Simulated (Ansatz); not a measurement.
# Nb(100) with 4 layers of random Nb-Zn, 2x2: scattering by chemical disorder, part 2 of 2

How strongly does chemical disorder scatter in Nb(100) with 4 layers of random Nb-Zn, 2x2?

Ansatz 0.2.0; Ansatz plane-wave DFT, PBE, PAW files; ballistic transport by layer matching (Landauer), zero bias; PAW set soft_1.

So far. Step 3 (With 8 alloy layers): Over the solved energies the transmission per spin lies between 3.90 and 4.12, out of 10.7 channels of the lead on average (up to 11.5).

### 4. With 12 alloy layers

In 12 layers a share of 0.125 of the sites is given to Zn at random. A fresh draw is used; the growth of the resistance with length is what counts.

System of this step: Nb(100) with 12 layers of random Nb-Zn, 2x2. The cell holds 88 atoms: 82 Nb and 6 Zn. Cell: a = 6.613 Å, b = 6.613 Å, c = 36.369 Å, α = 90.0°, β = 90.0°, γ = 90.0°. It derives from Nb. Regions: lead, 40 atoms (40 Nb); scattering region, 48 atoms (42 Nb and 6 Zn). The structure is stacked along c, and the current runs across the ab planes.

input.yaml reads:

```yaml
crystal:
  lattice:
    - [6.6126, 0.0, 0.0]
    - [0.0, 6.6126, 0.0]
    - [0.0, 0.0, 36.3693]
  atoms:
    - { symbol: Nb, position: [0.0, 0.0, 0.0227272727] }
    - { symbol: Nb, position: [0.0, 0.5, 0.0227272727] }
    - { symbol: Nb, position: [0.5, 0.0, 0.0227272727] }
    - { symbol: Nb, position: [0.5, 0.5, 0.0227272727] }
    - { symbol: Nb, position: [0.25, 0.25, 0.0681818182] }
    - { symbol: Nb, position: [0.25, 0.75, 0.0681818182] }
    - { symbol: Nb, position: [0.75, 0.25, 0.0681818182] }
    - { symbol: Nb, position: [0.75, 0.75, 0.0681818182] }
    - { symbol: Nb, position: [0.0, 0.0, 0.1136363636] }
    - { symbol: Nb, position: [0.0, 0.5, 0.1136363636] }
    - { symbol: Nb, position: [0.5, 0.0, 0.1136363636] }
    - { symbol: Nb, position: [0.5, 0.5, 0.1136363636] }
    - { symbol: Nb, position: [0.25, 0.25, 0.1590909091] }
    - { symbol: Nb, position: [0.25, 0.75, 0.1590909091] }
    - { symbol: Nb, position: [0.75, 0.25, 0.1590909091] }
    - { symbol: Nb, position: [0.75, 0.75, 0.1590909091] }
    - { symbol: Nb, position: [0.0, 0.0, 0.2045454545] }
    - { symbol: Nb, position: [0.0, 0.5, 0.2045454545] }
    - { symbol: Nb, position: [0.5, 0.0, 0.2045454545] }
    - { symbol: Nb, position: [0.5, 0.5, 0.2045454545] }
    - { symbol: Nb, position: [0.25, 0.25, 0.25] }
    - { symbol: Nb, position: [0.25, 0.75, 0.25] }
    - { symbol: Nb, position: [0.75, 0.25, 0.25] }
    - { symbol: Nb, position: [0.75, 0.75, 0.25] }
    - { symbol: Nb, position: [0.0, 0.0, 0.2954545455] }
    - { symbol: Nb, position: [0.0, 0.5, 0.2954545455] }
    - { symbol: Nb, position: [0.5, 0.0, 0.2954545455] }
    - { symbol: Nb, position: [0.5, 0.5, 0.2954545455] }
    - { symbol: Nb, position: [0.25, 0.25, 0.3409090909] }
    - { symbol: Nb, position: [0.25, 0.75, 0.3409090909] }
    - { symbol: Nb, position: [0.75, 0.25, 0.3409090909] }
    - { symbol: Nb, position: [0.75, 0.75, 0.3409090909] }
    - { symbol: Nb, position: [0.0, 0.0, 0.3863636364] }
    - { symbol: Zn, position: [0.0, 0.5, 0.3863636364] }
    - { symbol: Nb, position: [0.5, 0.0, 0.3863636364] }
    - { symbol: Nb, position: [0.5, 0.5, 0.3863636364] }
    - { symbol: Nb, position: [0.25, 0.25, 0.4318181818] }
    - { symbol: Nb, position: [0.25, 0.75, 0.4318181818] }
    - { symbol: Nb, position: [0.75, 0.25, 0.4318181818] }
    - { symbol: Zn, position: [0.75, 0.75, 0.4318181818] }
    - { symbol: Nb, position: [0.0, 0.0, 0.4772727273] }
    - { symbol: Nb, position: [0.0, 0.5, 0.4772727273] }
    - { symbol: Zn, position: [0.5, 0.0, 0.4772727273] }
    - { symbol: Nb, position: [0.5, 0.5, 0.4772727273] }
    - { symbol: Nb, position: [0.25, 0.25, 0.5227272727] }
    - { symbol: Zn, position: [0.25, 0.75, 0.5227272727] }
    - { symbol: Nb, position: [0.75, 0.25, 0.5227272727] }
    - { symbol: Nb, position: [0.75, 0.75, 0.5227272727] }
    - { symbol: Nb, position: [0.0, 0.0, 0.5681818182] }
    - { symbol: Nb, position: [0.0, 0.5, 0.5681818182] }
    - { symbol: Zn, position: [0.5, 0.0, 0.5681818182] }
    - { symbol: Nb, position: [0.5, 0.5, 0.5681818182] }
    - { symbol: Nb, position: [0.25, 0.25, 0.6136363636] }
    - { symbol: Nb, position: [0.25, 0.75, 0.6136363636] }
    - { symbol: Nb, position: [0.75, 0.25, 0.6136363636] }
    - { symbol: Nb, position: [0.75, 0.75, 0.6136363636] }
    - { symbol: Nb, position: [0.0, 0.0, 0.6590909091] }
    - { symbol: Zn, position: [0.0, 0.5, 0.6590909091] }
    - { symbol: Nb, position: [0.5, 0.0, 0.6590909091] }
    - { symbol: Nb, position: [0.5, 0.5, 0.6590909091] }
    - { symbol: Nb, position: [0.25, 0.25, 0.7045454545] }
    - { symbol: Nb, position: [0.25, 0.75, 0.7045454545] }
    - { symbol: Nb, position: [0.75, 0.25, 0.7045454545] }
    - { symbol: Nb, position: [0.75, 0.75, 0.7045454545] }
    - { symbol: Nb, position: [0.0, 0.0, 0.75] }
    - { symbol: Nb, position: [0.0, 0.5, 0.75] }
    - { symbol: Nb, position: [0.5, 0.0, 0.75] }
    - { symbol: Nb, position: [0.5, 0.5, 0.75] }
    - { symbol: Nb, position: [0.25, 0.25, 0.7954545455] }
    - { symbol: Nb, position: [0.25, 0.75, 0.7954545455] }
    - { symbol: Nb, position: [0.75, 0.25, 0.7954545455] }
    - { symbol: Nb, position: [0.75, 0.75, 0.7954545455] }
    - { symbol: Nb, position: [0.0, 0.0, 0.8409090909] }
    - { symbol: Nb, position: [0.0, 0.5, 0.8409090909] }
    - { symbol: Nb, position: [0.5, 0.0, 0.8409090909] }
    - { symbol: Nb, position: [0.5, 0.5, 0.8409090909] }
    - { symbol: Nb, position: [0.25, 0.25, 0.8863636364] }
    - { symbol: Nb, position: [0.25, 0.75, 0.8863636364] }
    - { symbol: Nb, position: [0.75, 0.25, 0.8863636364] }
    - { symbol: Nb, position: [0.75, 0.75, 0.8863636364] }
    - { symbol: Nb, position: [0.0, 0.0, 0.9318181818] }
    - { symbol: Nb, position: [0.0, 0.5, 0.9318181818] }
    - { symbol: Nb, position: [0.5, 0.0, 0.9318181818] }
    - { symbol: Nb, position: [0.5, 0.5, 0.9318181818] }
    - { symbol: Nb, position: [0.25, 0.25, 0.9772727273] }
    - { symbol: Nb, position: [0.25, 0.75, 0.9772727273] }
    - { symbol: Nb, position: [0.75, 0.25, 0.9772727273] }
    - { symbol: Nb, position: [0.75, 0.75, 0.9772727273] }
kpoints:
  mp_grid: { grid: [4, 4, 1] }
hamiltonian:
  xc: pbe
  pseudopotentials: { kind: paw, azcp: { folder: soft_1 } }
scf:
  occupations: { method: fermi_dirac, width: 0.1 }
output:
  transmission: { leads: [[0, 4]], kmesh: [8, 8], e_range: [-0.05, 0.05], de: 0.05 }
  write_potential: true
  write_density: true
  volumetric_format: npy
```

On the command line:

```
$ ansatz run input.yaml --threads 4 --pin off --max-ram 15360MiB --backend cpu --events-out ev --progress --plain --runs-dir out
```

Numbers of over 12 decimals in the logs are rounded to 6 here.

What it wrote:

```text
[...]
Crystal: 88 atoms, lattice volume = 1590.301 Å³
Basis set: ecut = 420 eV, 31009 PW (Γ)
Bands: 683, of which v1, the nominal top of the filled ones, is band 569 counted from 1 (568 counted from 0)
Symmetry: 1 space group operations
[...]
k-points: 10 of 16 (time reversal used)
[...]
SCF iter   1: F=—  HF=-393296.103828 eV  |F-HF|=—  |Δ(HF+E_count)|=         —  Δρ=1.06e-1  dr2=1.41e4  ethr=3.10e-3  ⟨swp⟩=6.8  Hψ=28569  notcnv=0
[...]
SCF iter  13: F=-393204.610647 eV  HF=-393204.610647 eV  |F-HF|=3.10e-8  |Δ(HF+E_count)|=   1.86e-7  Δρ=1.55e-6  dr2=4.82e-8  ethr=8.79e-12  ⟨swp⟩=11.1  Hψ=28768  notcnv=0
SCF 1 converged in 13 iterations: F = -393204.610647 eV  dr2 = 4.82e-8
[...]
transmission: 228 of 2278 steps passed
transmission: 456 of 2278 steps passed
[...]
transmission: 2278 of 2278 steps passed
SCF converged after 13 iterations
Free energy (F): -393204.610647 eV
[...]
Internal energy: -393200.870660 eV  (E = F + TS)
E sigma→0 (E₀):  -393202.740653 eV
Entropy (-TS):   -3.739987 eV (-42.500 meV/atom)
Fermi energy:    17.139908 eV
[...]
--- Band table (eV; the first three rows and the last of 10) ---
  k-point 0: bands = [... 565 lower, 17.5573, 17.5697, 17.5833, 17.5996, 17.6058, 17.6257, 17.6396, 17.6948, ... 110 higher]
  k-point 1: bands = [... 565 lower, 17.3363, 17.3556, 17.3768, 17.3869, 17.4095, 17.4321, 17.4453, 17.4577, ... 110 higher]
  k-point 2: bands = [... 565 lower, 17.0535, 17.0656, 17.0824, 17.0929, 17.0939, 17.0952, 17.1010, 17.1098, ... 110 higher]
  k-point 9: bands = [... 565 lower, 16.5141, 16.5280, 16.5342, 16.5448, 16.5616, 16.6065, 16.6628, 16.6687, ... 110 higher]
--- Transmission ---
  basis      : 385 plane waves across, 67 finite elements along
  points     : 34, standing for a mesh of 8 x 8
[...]
channels       : 1.060938e1 a spin
[...]
junction   : crystal 0 to crystal 0, 0.96 to 35.67 Å
    transmission   : 3.515647e0 a spin
[...]
```

Elapsed: 49 min, on 4 threads of Arm Neoverse V1, shared host; peak memory 8.8 GiB; 2.9 h of CPU time.

Numbers from this step:

```yaml
free_energy: -393204.6106 eV
energy_at_zero_smearing: -393202.7407 eV
fermi_energy: 17.14 eV
transmission_per_spin_nearest_the_fermi_level: 3.516
step_of_the_lead_s_potential: 3.5 meV
```

Per spin. Transmission, zone mean against energy, zero at the Fermi level:

| energy (eV) | transmission, zone mean |
| --- | --- |
| -0.0500 | 3.71 |
| 0.0000 | 3.52 |
| 0.0500 | 3.42 |

Over the solved energies the transmission per spin lies between 3.42 and 3.71, out of 10.7 channels of the lead on average (up to 11.4).

### 5. Resistance against length

This step: Ansatz plane-wave DFT, PBE, PAW files; ballistic transport by layer matching (Landauer), zero bias; residual resistivity from the slope of the area resistance, atoms on the host's lattice; PAW set soft_1 (Ansatz 0.2.0).

This step gave:

- resistivity: 42.22 µΩ cm
- intercept: 0.2587 fΩ m²
- scatter about the fit: 0.04486 fΩ m²

Resistance, by row:

| run | length (Å) | T | channels N | RA (fΩ m²) |
| --- | --- | --- | --- | --- |
| n4 | 6.613 | 5.501 | 10.86 | 0.5062 |
| n8 | 13.23 | 4.015 | 10.74 | 0.8805 |
| n12 | 19.84 | 3.549 | 10.73 | 1.065 |

Table of area resistance by length of the alloy:

| length of the alloy (Å) | area resistance (fΩ m²) |
| --- | --- |
| 6.61 | 0.506 |
| 13.23 | 0.881 |
| 19.84 | 1.06 |

The area resistance goes from 0.51 to 1.1 fΩ m² between 6.6 and 19.8 Å, a slope of 42 µΩ cm.

By hand from the end points: (1.065 − 0.5062) fΩ m² / (19.84 − 6.61) Å = 42 µΩ cm, since 1 fΩ m² per Å is 1000 µΩ cm.

### 6. Outcome

```json
{"resistivity from the slope": "42.2 µΩ cm", "area resistance over 6.61 Å": "0.506 fΩ m²", "area resistance over 13.2 Å": "0.881 fΩ m²", "area resistance over 19.8 Å": "1.06 fΩ m²"}
```

**Reading.** The slope gives 42 µΩ cm. The points scatter by 0.045 fΩ m² about the line, with one random draw a length in a 2x2 cell, so the slope is a rough value. The lead's own channel count moves between the runs (10.9, 10.7 and 10.7), which shifts RA and the slope too. Read with a model of isotropic scattering on a spherical Fermi surface and the lead's 1.9×10¹⁵ S/m², this slope means a mean free path near 9.3 Å; over these lengths the model's slope is within 3 % of its bulk resistivity. The draw over the shortest length came out nearly ordered, with 32 symmetry operations, so that point is a poor sample of a random alloy. The atoms sit on the host's lattice, so scattering by size misfit is left out.

[Logs are printed without paths, hosts, clocks, repeated set-up lines and the standing remarks that a program may print on its own settings, such as how far it seeks lower states.]

[Hosts, paths, dates, database ids (printed as entryN), source tags and the programs' standing remarks are cut or masked in the printed files.]
